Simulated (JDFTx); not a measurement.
Runs of JDFTx 1.7.0 (patched build) on BN. Symmetry: F-43m, No. 216, cubic system. Conventional cell: a = 3.626 Å, b = 3.626 Å, c = 3.626 Å, α = 90.00°, β = 90.00°, γ = 90.00°. N (site symmetry -43m) is surrounded by 4 B at 1.57 Å. B (site symmetry -43m) is surrounded by 4 N at 1.57 Å. The cell is a database's computed one.

```tsv
task	level	potentials or basis	k mesh	cutoff (eV)	band ratio of the Davidson solver	max SCF steps	SCF threshold on the energy	solver of the electrons	further solve for the empty bands	mesh quality	gap on the mesh (eV)	pressure (GPa)	V0 of scaled cells (Å³/atom)	B0 (GPa)
single point	PBE	PseudoDojo-SR-PBE-0.5-standard with smoothed tails	13 × 13 × 13	1143	-	100	1e-09 Ha	scf	yes	not flagged	4.60	-0.7	-	-
equation of state	RPBE	PseudoDojo-SR-PBE-0.5-standard	13 × 13 × 13	1143	-	100	1e-09 Ha	scf	-	not flagged	-	-	(a)	365
equation of state	r2SCAN	SG15-PBE-1.2	13 × 13 × 13	1088	-	100	1e-09 Ha	scf	-	not flagged	-	-	5.87	(b)
single point	PBE	PseudoDojo-SR-PBE-0.5-standard	5 × 5 × 5	1143	-	100	1e-09 Ha	scf	yes	coarse	4.99	-0.7	-	-
```

Alike in all rows: no spin polarisation; cell as given; smearing fermi-dirac 0.05 eV.

Task: Estimate the missing entries.

Result: (a) 5.98; (b) 384.

Caveats: some runs use coarse meshes; an odd mesh through Γ misses points on the zone boundary, where band edges often lie (some runs); the potentials were made for another functional, which shifts forces and pressure (some runs); the empty levels aren't tightly converged (some runs).

Not every run made on this cell is shown here.
